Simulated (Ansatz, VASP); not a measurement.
## One calculation of Pb, two programs

The input INCAR:

```
SYSTEM = Pb
ALGO = Normal ; EDIFF = 1E-6
ENCUT = 520 ; GGA = RE
ISIF = 2 ; ISMEAR = -1
LASPH = .True. ; LCHARG = .False.
LREAL = .False. ; LWAVE = .False.
NBANDS = 13 ; NELM = 80
PREC = Accurate ; SIGMA = 0.1
```

The input KPOINTS:

```
k-points
0
Gamma
  11 11 11
  0 0 0
```

POSCAR

```
Pb
1.0
    3.3701425022      0.0000000000      0.0000000000
    0.0000000000      3.3701425022      0.0000000000
    0.0000000000      0.0000000000      3.3701425022
Pb
1
Direct
    0.0000000000      0.0000000000      0.0000000000
```

Input for Ansatz:

```yaml
crystal:
  lattice:
    - [3.3701425022, 0.0, 0.0]
    - [0.0, 3.3701425022, 0.0]
    - [0.0, 0.0, 3.3701425022]
  atoms:
    - { symbol: Pb, position: [0.0, 0.0, 0.0] }
hamiltonian:
  xc: revpbe
  pseudopotentials:
    kind: paw
    azcp:
      Pb: "pseudopotentials/Pb.paw.azcp"
basis:
  ecutwfc: 420
  fft_grid_basis: typed
kpoints:
  mp_grid: { grid: [11, 11, 11], shift: [0, 0, 0] }
magnetization:
  spin_polarized: false
scf:
  occupations: { method: fermi_dirac, width: 0.1 }
  lower_state_search: "off"
output:
  stress: true
```

Alike in both runs: task single point; functional revPBE; k mesh 11 × 11 × 11; occupations fermi-dirac, width 0.1 eV; no spin polarisation.

|  | VASP | Ansatz |
| --- | --- | --- |
| version | VASP 6.6.1 | Ansatz 0.2.0 |
| potentials or method | VASP PAW PBE potentials, release 64 (Pb_d) | plane waves (420 eV) with PAW, scalar-relativistic |
| plane-wave cutoff (eV) | 520 | 420 |
| valence electrons in the cell | 14 | 14 |

```tsv
	VASP	Ansatz	Ansatz less VASP
pressure (GPa)	-2.0	-2.0	+0.03
```

Caveats: the PAW data sets were made with another functional, which shifts forces and pressure a little (VASP). The runs have no spin-orbit coupling, so splittings on Pb are missing.
